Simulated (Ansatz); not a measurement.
**CdI2: I-127 NMR of the central transition**

Cell: a computed structure from the Materials Project (it need not be an observed phase), taken as it stands.

```cif
data_structure
_symmetry_space_group_name_H-M 'P 1'
_symmetry_Int_Tables_number 1
_cell_length_a 4.2887
_cell_length_b 4.2887
_cell_length_c 21.8468
_cell_angle_alpha 90.000
_cell_angle_beta 90.000
_cell_angle_gamma 120.000
_cell_volume 347.99
loop_
_atom_site_label
_atom_site_type_symbol
_atom_site_fract_x
_atom_site_fract_y
_atom_site_fract_z
_atom_site_occupancy
Cd1 Cd 0.66667 0.33333 0.33312 1
Cd2 Cd 0.33333 0.66667 0.66688 1
Cd3 Cd 0.00000 0.00000 0.00000 1
I4 I 0.33333 0.66667 0.07887 1
I5 I 0.33333 0.66667 0.41170 1
I6 I 0.66667 0.33333 0.92113 1
I7 I 0.66667 0.33333 0.58830 1
I8 I 0.00000 0.00000 0.25440 1
I9 I 0.00000 0.00000 0.74560 1
```

Atom numbers follow the list; atoms alike are taken as one site, whose name carries the number of the first.

Level of theory: DFT, PBE, plane waves and PAW, scalar-relativistic, 420 eV cutoff, Γ-centred 8×8×2 k-points, Fermi–Dirac smearing 0.01 eV (Ansatz 0.2.0).

I-127 has I = 5/2 and Q = -688.2 mb (Pyykkö 2018); at 16.4 T its Larmor frequency is ν₀ = 140.7 MHz (from the bare nuclear moment; shielding lowers the observed one by a per cent or two). Only the quadrupole interaction is simulated: positions count from each site's isotropic chemical shift, and shift anisotropy, dipolar and J coupling are left out.

Question: Give C_Q, η, the quadrupolar product P_Q = |C_Q|(1 + η²/3)^½, the second-order isotropic shift and the breadth of the pattern (static powder) for each I site.

Answer: 

```csv
site,first shell,C_Q (MHz),η,P_Q (MHz),δ_QIS (ppm),breadth (kHz)
I4,3 Cd at 3.02 Å,101,0.00,101,-3063,2244
I5,3 Cd at 3.01 Å,105,0.00,105,-3365,2466
I8,3 Cd at 3.01 Å,102,0.00,102,-3156,2312
```

δ_QIS = −(ν_Q²/30ν₀²)[I(I+1) − 3/4](1 + η²/3) × 10⁶ ppm with ν_Q = 3|C_Q|/[2I(2I−1)]; it falls as 1/B₀² in ppm, and the breadth as 1/B₀ in kHz.

An axis of threefold or higher order runs through I4, I5 and I8, so V_zz lies along it and η is zero.

Without spin–orbit coupling the gradients at and beside I can be off by some per cent, at some sites by more.

The run took 57 s of wall time (57 s of CPU time) and 0.87 GiB at its peak, on 1 thread of Arm Neoverse V1 (aarch64; 8 cores open to the job, memory cap 3.0 GiB, no GPU), a shared host with a load of 0.3 a core.
